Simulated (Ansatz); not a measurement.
# Rhodium, fcc under r²SCAN: structure, energy and stiffness, part 2 of 2

Aim: take rhodium in the fcc structure, relax it, solve it on a dense k-mesh, switch on spin-orbit coupling, then scale the cell to 7 volumes from 88 to 112 % of the relaxed one and try a fit of the equation of state. The start is ferromagnetic. The k-meshes are 14×14×14 for the relaxation; 23×23×23 for the dense run; 14×14×14 for spin-orbit coupling; 23×23×23 for the volumes. The starting cell is the deposited one, from the Crystallography Open Database.

Ansatz 0.2.0; DFT, r2SCAN, plane waves (500 eV) with PAW, scalar-relativistic. Earlier steps stand in the parts before.

### Step 5. Equation of state: 88 %

Input file input.yaml:

```yaml
crystal:
  lattice:
    - [0.0, 1.8208825357, 1.8208825357]
    - [1.8208825357, 0.0, 1.8208825357]
    - [1.8208825357, 1.8208825357, 0.0]
  atoms:
    - { symbol: Rh, position: [0.0, 0.0, 0.0], spin: 1.0 }
hamiltonian:
  xc: r2scan
  pseudopotentials:
    kind: paw
    azcp:
      Rh: "pseudopotentials/Rh.paw.azcp"
basis:
  ecutwfc: 500
  fft_grid_basis: typed
kpoints:
  mp_grid: { grid: [23, 23, 23], shift: [0, 0, 0] }
magnetization:
  spin_polarized: true
scf:
  occupations: { method: fermi_dirac, width: 0.05 }
output:
  stress: true
```

Log (excerpt; [...] marks lines left out):

```text
Warning: RAYON_NUM_THREADS=4 ignored (pool sized by the plan → 4); use --threads N
[...]
Pseudopotentials: kind: paw
Pseudopotential: Rh, paw, valence charge 17, recommended cutoff 500 eV (meta_gga), <dir>
Functional definition: r2SCAN
[...]
Crystal: 1 atoms, lattice volume = 12.075 Å³
Basis set: ecut = 500 eV, 331 PW (Γ), exchange–correlation on 80×80×80 points (64 copies of the dense FFT grid, shifted against one another)
Bands: 13, of which v1, the nominal top of the filled ones, is band 9 counted from 1 (8 counted from 0)
Symmetry: 48 space group operations
Space group: Fm-3m (ITA 225), of the structure as read, at distance tolerance 2.3e-5 Å
Magnetic group: BNS 225.116 (UNI 1618), of the structure as read, at distance tolerance 2.3e-5 Å
k-points: 364 of 12167
[...]
Starting moments: Σ|m| = 1 μB on 1 of 1 site
[...]
SCF iter   1: F=—  HF=-6415.547626 eV  |F-HF|=—  |Δ(HF+E_count)|=         —  Δρ=6.66e-2 (↑6.66e-2 ↓5.13e-2)  dr2=1.32e0  dr2_τ=1.06e-2  dr2_m=3.88e-2  M=0.595 μB ∫|m|=0.607 μB  β_m=0.74  ethr=3.10e-3  ⟨swp⟩=5.7  Hψ=53201  notcnv=0
[...]
WARN: the starting moments were not kept: the SCF closed with an absolute magnetisation of 4.9e-6 μB, where they sum to 1 μB in size (1 site). That is at most 0.1 of that sum. Measured as dr2_m measures the in/out step, that magnetisation stands 1.0e-11 eV from none, at or under the [...]
this state was not tested for a lower state beside it, because the mixer in use, unlike msr1, does not test its closes by its own steps (another_mixer; see scf.mixing.algorithm and scf.lower_state_search)
SCF converged after 14 iterations
Magnetization: 0.0000 μB (8.5000 up, 8.5000 down)
Absolute magnetization: 0.0000 μB (∫|ρ↑−ρ↓|, with the PAW one-centre terms)
Spin contamination: 0.0000 ħ² per cell (⟨S²⟩ above its minimum at these occupations)
Per-site moments (μB) at R_I (Å): [(3.0082535152612835e-6, 1.0622356707085414)]
Free energy (F): -6415.053724 eV
[...]
E sigma→0 (E₀):  -6415.049803 eV
Entropy (-TS):   -0.007843 eV (-7.843 meV/atom)
Fermi energy:    26.190441 eV
[...]
--- Stress (GPa, compression-positive) ---
       49.835297      -0.000000      -0.000000
        0.000000      49.835297       0.000000
        0.000000       0.000000      49.835297
  P = ⅓ Tr σ = 49.8353 GPa (498.353 kbar)
```

Wall time 5.8 s (4 threads of an Arm CPU, shared host); peak memory 0.41 GiB.

### Step 6. Equation of state: 92 %

input.yaml, as its differences from that of step 5:

```diff
@@ -2,5 +2,5 @@
   lattice:
-    - [0.0, 1.8208825357, 1.8208825357]
-    - [1.8208825357, 0.0, 1.8208825357]
-    - [1.8208825357, 1.8208825357, 0.0]
+    - [0.0, 1.8480638943, 1.8480638943]
+    - [1.8480638943, 0.0, 1.8480638943]
+    - [1.8480638943, 1.8480638943, 0.0]
   atoms:
```

Log (excerpt; [...] marks lines left out):

```text
Warning: RAYON_NUM_THREADS=4 ignored (pool sized by the plan → 4); use --threads N
[...]
Pseudopotentials: kind: paw
Pseudopotential: Rh, paw, valence charge 17, recommended cutoff 500 eV (meta_gga), <dir>
Functional definition: r2SCAN
[...]
Crystal: 1 atoms, lattice volume = 12.624 Å³
Basis set: ecut = 500 eV, 331 PW (Γ), exchange–correlation on 80×80×80 points (64 copies of the dense FFT grid, shifted against one another)
Bands: 13, of which v1, the nominal top of the filled ones, is band 9 counted from 1 (8 counted from 0)
Symmetry: 48 space group operations
Space group: Fm-3m (ITA 225), of the structure as read, at distance tolerance 2.3e-5 Å
Magnetic group: BNS 225.116 (UNI 1618), of the structure as read, at distance tolerance 2.3e-5 Å
k-points: 364 of 12167
[...]
Starting moments: Σ|m| = 1 μB on 1 of 1 site
[...]
SCF iter   1: F=—  HF=-6415.669551 eV  |F-HF|=—  |Δ(HF+E_count)|=         —  Δρ=6.31e-2 (↑6.31e-2 ↓5.02e-2)  dr2=1.33e0  dr2_τ=1.02e-2  dr2_m=3.17e-2  M=0.623 μB ∫|m|=0.635 μB  β_m=0.79  ethr=3.10e-3  ⟨swp⟩=5.6  Hψ=52798  notcnv=0
[...]
WARN: the starting moments were not kept: the SCF closed with an absolute magnetisation of 1.3e-6 μB, where they sum to 1 μB in size (1 site). That is at most 0.1 of that sum. Measured as dr2_m measures the in/out step, that magnetisation stands 9.4e-13 eV from none, at or under the [...]
this state was not tested for a lower state beside it, because the mixer in use, unlike msr1, does not test its closes by its own steps (another_mixer; see scf.mixing.algorithm and scf.lower_state_search)
SCF converged after 17 iterations
Magnetization: -0.0000 μB (8.5000 up, 8.5000 down)
Absolute magnetization: 0.0000 μB (∫|ρ↑−ρ↓|, with the PAW one-centre terms)
Spin contamination: 0.0000 ħ² per cell (⟨S²⟩ above its minimum at these occupations)
Per-site moments (μB) at R_I (Å): [(-1.0931556143478522e-6, 1.078092272173578)]
Free energy (F): -6415.187353 eV
[...]
E sigma→0 (E₀):  -6415.183114 eV
Entropy (-TS):   -0.008478 eV (-8.478 meV/atom)
Fermi energy:    24.766090 eV
[...]
--- Stress (GPa, compression-positive) ---
       29.027904      -0.000000       0.000000
       -0.000000      29.027904       0.000000
        0.000000       0.000000      29.027904
  P = ⅓ Tr σ = 29.0279 GPa (290.279 kbar)
```

Wall time 6.5 s (4 threads of an Arm CPU, shared host); peak memory 0.41 GiB.

### Step 7. Equation of state: 96 %

input.yaml, as its differences from that of step 6:

```diff
@@ -2,5 +2,5 @@
   lattice:
-    - [0.0, 1.8480638943, 1.8480638943]
-    - [1.8480638943, 0.0, 1.8480638943]
-    - [1.8480638943, 1.8480638943, 0.0]
+    - [0.0, 1.8744683745, 1.8744683745]
+    - [1.8744683745, 0.0, 1.8744683745]
+    - [1.8744683745, 1.8744683745, 0.0]
   atoms:
```

Log (excerpt; [...] marks lines left out):

```text
Warning: RAYON_NUM_THREADS=4 ignored (pool sized by the plan → 4); use --threads N
[...]
Pseudopotentials: kind: paw
Pseudopotential: Rh, paw, valence charge 17, recommended cutoff 500 eV (meta_gga), <dir>
Functional definition: r2SCAN
[...]
Crystal: 1 atoms, lattice volume = 13.172 Å³
Basis set: ecut = 500 eV, 331 PW (Γ), exchange–correlation on 80×80×80 points (64 copies of the dense FFT grid, shifted against one another)
Bands: 13, of which v1, the nominal top of the filled ones, is band 9 counted from 1 (8 counted from 0)
Symmetry: 48 space group operations
Space group: Fm-3m (ITA 225), of the structure as read, at distance tolerance 2.4e-5 Å
Magnetic group: BNS 225.116 (UNI 1618), of the structure as read, at distance tolerance 2.4e-5 Å
k-points: 364 of 12167
[...]
Starting moments: Σ|m| = 1 μB on 1 of 1 site
[...]
SCF iter   1: F=—  HF=-6415.719142 eV  |F-HF|=—  |Δ(HF+E_count)|=         —  Δρ=5.96e-2 (↑5.96e-2 ↓4.91e-2)  dr2=1.32e0  dr2_τ=1.00e-2  dr2_m=2.55e-2  M=0.651 μB ∫|m|=0.664 μB  β_m=0.86  ethr=3.10e-3  ⟨swp⟩=5.4  Hψ=52541  notcnv=0
[...]
WARN: the starting moments were not kept: the SCF closed with an absolute magnetisation of 2.4e-6 μB, where they sum to 1 μB in size (1 site). That is at most 0.1 of that sum. Measured as dr2_m measures the in/out step, that magnetisation stands 4.0e-12 eV from none, at or under the [...]
this state was not tested for a lower state beside it, because the mixer in use, unlike msr1, does not test its closes by its own steps (another_mixer; see scf.mixing.algorithm and scf.lower_state_search)
SCF converged after 16 iterations
Magnetization: -0.0000 μB (8.5000 up, 8.5000 down)
Absolute magnetization: 0.0000 μB (∫|ρ↑−ρ↓|, with the PAW one-centre terms)
Spin contamination: 0.0000 ħ² per cell (⟨S²⟩ above its minimum at these occupations)
Per-site moments (μB) at R_I (Å): [(-2.0712792855729467e-6, 1.0934956714511566)]
Free energy (F): -6415.257731 eV
[...]
E sigma→0 (E₀):  -6415.253165 eV
Entropy (-TS):   -0.009131 eV (-9.131 meV/atom)
Fermi energy:    23.460622 eV
[...]
--- Stress (GPa, compression-positive) ---
       12.722373       0.000000       0.000000
        0.000000      12.722373      -0.000000
       -0.000000       0.000000      12.722373
  P = ⅓ Tr σ = 12.7224 GPa (127.224 kbar)
```

It took 6.2 s on 4 threads of an Arm CPU, shared host; peak memory 0.42 GiB.

### Step 8. Equation of state: 100 %

input.yaml, as its differences from that of step 7:

```diff
@@ -2,5 +2,5 @@
   lattice:
-    - [0.0, 1.8744683745, 1.8744683745]
-    - [1.8744683745, 0.0, 1.8744683745]
-    - [1.8744683745, 1.8744683745, 0.0]
+    - [0.0, 1.9001492147, 1.9001492147]
+    - [1.9001492147, 0.0, 1.9001492147]
+    - [1.9001492147, 1.9001492147, 0.0]
   atoms:
```

Log (excerpt; [...] marks lines left out):

```text
Warning: RAYON_NUM_THREADS=4 ignored (pool sized by the plan → 4); use --threads N
[...]
Pseudopotentials: kind: paw
Pseudopotential: Rh, paw, valence charge 17, recommended cutoff 500 eV (meta_gga), <dir>
Functional definition: r2SCAN
[...]
Crystal: 1 atoms, lattice volume = 13.721 Å³
Basis set: ecut = 500 eV, 339 PW (Γ), exchange–correlation on 80×80×80 points (64 copies of the dense FFT grid, shifted against one another)
Bands: 13, of which v1, the nominal top of the filled ones, is band 9 counted from 1 (8 counted from 0)
Symmetry: 48 space group operations
Space group: Fm-3m (ITA 225), of the structure as read, at distance tolerance 2.4e-5 Å
Magnetic group: BNS 225.116 (UNI 1618), of the structure as read, at distance tolerance 2.4e-5 Å
k-points: 364 of 12167
[...]
Starting moments: Σ|m| = 1 μB on 1 of 1 site
[...]
SCF iter   1: F=—  HF=-6415.714716 eV  |F-HF|=—  |Δ(HF+E_count)|=         —  Δρ=5.61e-2 (↑5.61e-2 ↓4.80e-2)  dr2=1.30e0  dr2_τ=9.91e-3  dr2_m=2.02e-2  M=0.679 μB ∫|m|=0.692 μB  β_m=0.93  ethr=3.10e-3  ⟨swp⟩=5.3  Hψ=52740  notcnv=0
[...]
WARN: the starting moments were not kept: the SCF closed with an absolute magnetisation of 4.6e-6 μB, where they sum to 1 μB in size (1 site). That is at most 0.1 of that sum. Measured as dr2_m measures the in/out step, that magnetisation stands 1.3e-11 eV from none, at or under the [...]
this state was not tested for a lower state beside it, because the mixer in use, unlike msr1, does not test its closes by its own steps (another_mixer; see scf.mixing.algorithm and scf.lower_state_search)
SCF converged after 16 iterations
Magnetization: -0.0000 μB (8.5000 up, 8.5000 down)
Absolute magnetization: 0.0000 μB (∫|ρ↑−ρ↓|, with the PAW one-centre terms)
Spin contamination: 0.0000 ħ² per cell (⟨S²⟩ above its minimum at these occupations)
Per-site moments (μB) at R_I (Å): [(-4.237285479311514e-6, 1.1084769258590472)]
Free energy (F): -6415.278552 eV
[...]
E sigma→0 (E₀):  -6415.273646 eV
Entropy (-TS):   -0.009813 eV (-9.813 meV/atom)
Fermi energy:    22.260249 eV
[...]
--- Stress (GPa, compression-positive) ---
       -0.045966      -0.000000      -0.000000
        0.000000      -0.045966      -0.000000
       -0.000000       0.000000      -0.045966
  P = ⅓ Tr σ = -0.0460 GPa (-0.460 kbar)
```

Wall time 7.8 s (4 threads of an Arm CPU, shared host); peak memory 0.43 GiB.

### Step 9. Equation of state: 104 %

input.yaml, as its differences from that of step 8:

```diff
@@ -2,5 +2,5 @@
   lattice:
-    - [0.0, 1.9001492147, 1.9001492147]
-    - [1.9001492147, 0.0, 1.9001492147]
-    - [1.9001492147, 1.9001492147, 0.0]
+    - [0.0, 1.9251540455, 1.9251540455]
+    - [1.9251540455, 0.0, 1.9251540455]
+    - [1.9251540455, 1.9251540455, 0.0]
   atoms:
```

Log (excerpt; [...] marks lines left out):

```text
Warning: RAYON_NUM_THREADS=4 ignored (pool sized by the plan → 4); use --threads N
[...]
Pseudopotentials: kind: paw
Pseudopotential: Rh, paw, valence charge 17, recommended cutoff 500 eV (meta_gga), <dir>
Functional definition: r2SCAN
[...]
Crystal: 1 atoms, lattice volume = 14.270 Å³
Basis set: ecut = 500 eV, 339 PW (Γ), exchange–correlation on 80×80×80 points (64 copies of the dense FFT grid, shifted against one another)
Bands: 13, of which v1, the nominal top of the filled ones, is band 9 counted from 1 (8 counted from 0)
Symmetry: 48 space group operations
Space group: Fm-3m (ITA 225), of the structure as read, at distance tolerance 2.4e-5 Å
Magnetic group: BNS 225.116 (UNI 1618), of the structure as read, at distance tolerance 2.4e-5 Å
k-points: 364 of 12167
[...]
Starting moments: Σ|m| = 1 μB on 1 of 1 site
[...]
SCF iter   1: F=—  HF=-6415.669772 eV  |F-HF|=—  |Δ(HF+E_count)|=         —  Δρ=5.27e-2 (↑5.27e-2 ↓4.69e-2)  dr2=1.27e0  dr2_τ=9.86e-3  dr2_m=1.59e-2  M=0.708 μB ∫|m|=0.721 μB  β_m=1.00  ethr=3.10e-3  ⟨swp⟩=5.3  Hψ=52923  notcnv=0
[...]
WARN: the starting moments were not kept: the SCF closed with an absolute magnetisation of 4.1e-6 μB, where they sum to 1 μB in size (1 site). That is at most 0.1 of that sum. Measured as dr2_m measures the in/out step, that magnetisation stands 1.2e-11 eV from none, at or under the [...]
this state was not tested for a lower state beside it, because the mixer in use, unlike msr1, does not test its closes by its own steps (another_mixer; see scf.mixing.algorithm and scf.lower_state_search)
SCF converged after 18 iterations
Magnetization: -0.0000 μB (8.5000 up, 8.5000 down)
Absolute magnetization: 0.0000 μB (∫|ρ↑−ρ↓|, with the PAW one-centre terms)
Spin contamination: 0.0000 ħ² per cell (⟨S²⟩ above its minimum at these occupations)
Per-site moments (μB) at R_I (Å): [(-3.800101969953436e-6, 1.1230638213314563)]
Free energy (F): -6415.260601 eV
[...]
E sigma→0 (E₀):  -6415.255337 eV
Entropy (-TS):   -0.010528 eV (-10.528 meV/atom)
Fermi energy:    21.153217 eV
[...]
--- Stress (GPa, compression-positive) ---
      -10.020603       0.000000       0.000000
        0.000000     -10.020603       0.000000
       -0.000000       0.000000     -10.020603
  P = ⅓ Tr σ = -10.0206 GPa (-100.206 kbar)
```

Wall time 9.8 s (4 threads of an Arm CPU, shared host); peak memory 0.43 GiB.

### Step 10. Equation of state: 108 %

input.yaml, as its differences from that of step 9:

```diff
@@ -2,5 +2,5 @@
   lattice:
-    - [0.0, 1.9251540455, 1.9251540455]
-    - [1.9251540455, 0.0, 1.9251540455]
-    - [1.9251540455, 1.9251540455, 0.0]
+    - [0.0, 1.9495256713, 1.9495256713]
+    - [1.9495256713, 0.0, 1.9495256713]
+    - [1.9495256713, 1.9495256713, 0.0]
   atoms:
```

Log (excerpt; [...] marks lines left out):

```text
Warning: RAYON_NUM_THREADS=4 ignored (pool sized by the plan → 4); use --threads N
[...]
Pseudopotentials: kind: paw
Pseudopotential: Rh, paw, valence charge 17, recommended cutoff 500 eV (meta_gga), <dir>
Functional definition: r2SCAN
[...]
Crystal: 1 atoms, lattice volume = 14.819 Å³
Basis set: ecut = 500 eV, 339 PW (Γ), exchange–correlation on 96×96×96 points (64 copies of the dense FFT grid, shifted against one another)
Bands: 13, of which v1, the nominal top of the filled ones, is band 9 counted from 1 (8 counted from 0)
Symmetry: 48 space group operations
Space group: Fm-3m (ITA 225), of the structure as read, at distance tolerance 2.5e-5 Å
Magnetic group: BNS 225.116 (UNI 1618), of the structure as read, at distance tolerance 2.5e-5 Å
k-points: 364 of 12167
[...]
Starting moments: Σ|m| = 1 μB on 1 of 1 site
[...]
SCF iter   1: F=—  HF=-6415.594571 eV  |F-HF|=—  |Δ(HF+E_count)|=         —  Δρ=4.94e-2 (↑4.94e-2 ↓4.59e-2)  dr2=1.24e0  dr2_τ=9.84e-3  dr2_m=1.24e-2  M=0.736 μB ∫|m|=0.749 μB  β_m=1.00  ethr=3.10e-3  ⟨swp⟩=5.3  Hψ=53171  notcnv=0
[...]
WARN: the starting moments were not kept: the SCF closed with an absolute magnetisation of 8.6e-7 μB, where they sum to 1 μB in size (1 site). That is at most 0.1 of that sum. Measured as dr2_m measures the in/out step, that magnetisation stands 6.2e-13 eV from none, at or under the [...]
this state was not tested for a lower state beside it, because the mixer in use, unlike msr1, does not test its closes by its own steps (another_mixer; see scf.mixing.algorithm and scf.lower_state_search)
SCF converged after 20 iterations
Magnetization: -0.0000 μB (8.5000 up, 8.5000 down)
Absolute magnetization: 0.0000 μB (∫|ρ↑−ρ↓|, with the PAW one-centre terms)
Spin contamination: 0.0000 ħ² per cell (⟨S²⟩ above its minimum at these occupations)
Per-site moments (μB) at R_I (Å): [(-7.788915202955243e-7, 1.1372813283756262)]
Free energy (F): -6415.212423 eV
[...]
E sigma→0 (E₀):  -6415.206785 eV
Entropy (-TS):   -0.011276 eV (-11.276 meV/atom)
Fermi energy:    20.129440 eV
[...]
--- Stress (GPa, compression-positive) ---
      -17.779072      -0.000000       0.000000
        0.000000     -17.779072      -0.000000
       -0.000000       0.000000     -17.779072
  P = ⅓ Tr σ = -17.7791 GPa (-177.791 kbar)
```

Wall time 23 s (4 threads of an Arm CPU, shared host); peak memory 0.74 GiB.

### Step 11. Equation of state: 112 %

input.yaml, as its differences from that of step 10:

```diff
@@ -2,5 +2,5 @@
   lattice:
-    - [0.0, 1.9495256713, 1.9495256713]
-    - [1.9495256713, 0.0, 1.9495256713]
-    - [1.9495256713, 1.9495256713, 0.0]
+    - [0.0, 1.9733027179, 1.9733027179]
+    - [1.9733027179, 0.0, 1.9733027179]
+    - [1.9733027179, 1.9733027179, 0.0]
   atoms:
```

Log (excerpt; [...] marks lines left out):

```text
Warning: RAYON_NUM_THREADS=4 ignored (pool sized by the plan → 4); use --threads N
[...]
Pseudopotentials: kind: paw
Pseudopotential: Rh, paw, valence charge 17, recommended cutoff 500 eV (meta_gga), <dir>
Functional definition: r2SCAN
[...]
Crystal: 1 atoms, lattice volume = 15.368 Å³
Basis set: ecut = 500 eV, 387 PW (Γ), exchange–correlation on 96×96×96 points (64 copies of the dense FFT grid, shifted against one another)
Bands: 13, of which v1, the nominal top of the filled ones, is band 9 counted from 1 (8 counted from 0)
Symmetry: 48 space group operations
Space group: Fm-3m (ITA 225), of the structure as read, at distance tolerance 2.5e-5 Å
Magnetic group: BNS 225.116 (UNI 1618), of the structure as read, at distance tolerance 2.5e-5 Å
k-points: 364 of 12167
[...]
Starting moments: Σ|m| = 1 μB on 1 of 1 site
[...]
SCF iter   1: F=—  HF=-6415.496990 eV  |F-HF|=—  |Δ(HF+E_count)|=         —  Δρ=4.62e-2 (↑4.62e-2 ↓4.49e-2)  dr2=1.20e0  dr2_τ=9.85e-3  dr2_m=9.84e-3  M=0.763 μB ∫|m|=0.776 μB  β_m=1.00  ethr=3.10e-3  ⟨swp⟩=5.3  Hψ=53178  notcnv=0
[...]
WARN: the starting moments were not kept: the SCF closed with an absolute magnetisation of 1.7e-6 μB, where they sum to 1 μB in size (1 site). That is at most 0.1 of that sum. Measured as dr2_m measures the in/out step, that magnetisation stands 2.1e-12 eV from none, at or under the [...]
this state was not tested for a lower state beside it, because the mixer in use, unlike msr1, does not test its closes by its own steps (another_mixer; see scf.mixing.algorithm and scf.lower_state_search)
SCF converged after 20 iterations
Magnetization: 0.0000 μB (8.5000 up, 8.5000 down)
Absolute magnetization: 0.0000 μB (∫|ρ↑−ρ↓|, with the PAW one-centre terms)
Spin contamination: 0.0000 ħ² per cell (⟨S²⟩ above its minimum at these occupations)
Per-site moments (μB) at R_I (Å): [(1.1852808383490443e-6, 1.1511519798577714)]
Free energy (F): -6415.140801 eV
[...]
E sigma→0 (E₀):  -6415.134772 eV
Entropy (-TS):   -0.012057 eV (-12.057 meV/atom)
Fermi energy:    19.180190 eV
[...]
--- Stress (GPa, compression-positive) ---
      -23.773462      -0.000000       0.000000
       -0.000000     -23.773462       0.000000
        0.000000      -0.000000     -23.773462
  P = ⅓ Tr σ = -23.7735 GPa (-237.735 kbar)
```

Run time: 24 s. Hardware: 4 threads of an Arm CPU, shared host; peak memory 0.74 GiB.

### Step 12. The equation of state

All volumes keep the relaxed shape and fractional coordinates.

```tsv
V (Å³/atom)	E − E₀ (meV/atom)	P from the stress (GPa)	P from the fit (GPa)
12.075	223.8	49.84	49.83
12.624	90.5	29.03	28.92
13.172	20.4	12.72	12.61
13.721	0.0	-0.05	-0.14
14.270	18.3	-10.02	-10.11
14.819	66.8	-17.78	-17.89
15.368	138.8	-23.77	-23.95
```

Fit (Birch-Murnaghan, third order): V₀ = 13.714 Å³/atom, B₀ = 282 GPa, B₀′ = 5.1, largest residual 0.06 meV/atom.

The fit is made to E(σ → 0), while the stress belongs to the free energy F; that is one source of the offset between the two pressures.

### Step 13. Outcome

The summary covers parts 1 to 2.

```
                      quantity                         value
space group (spins left aside)               Fm-3m (No. 225)
             conventional cell                   a = 3.800 Å
                        volume                13.721 Å³/atom
             shortest distance                       2.687 Å
   against the measured volume       -0.2 % (13.752 Å³/atom)
               gap on the mesh  none (levels filled in part)
                magnetic state                  non-magnetic
                   V₀, B₀, B₀′  13.714 Å³/atom, 282 GPa, 5.1
```

What this shows: r²SCAN puts the volume 0.2 % below the deposited one. Zero-point motion and thermal expansion are left out, so the match is not as exact as it looks. The moments die out: the run ends non-magnetic. No gap shows: it is a metal or semimetal at this level. Totals with and without spin-orbit coupling (+6.9 eV/atom apart) can't be read as binding, since the two-component data shift the zero of energy. The fitted modulus is 282 GPa, among the stiffest elements.
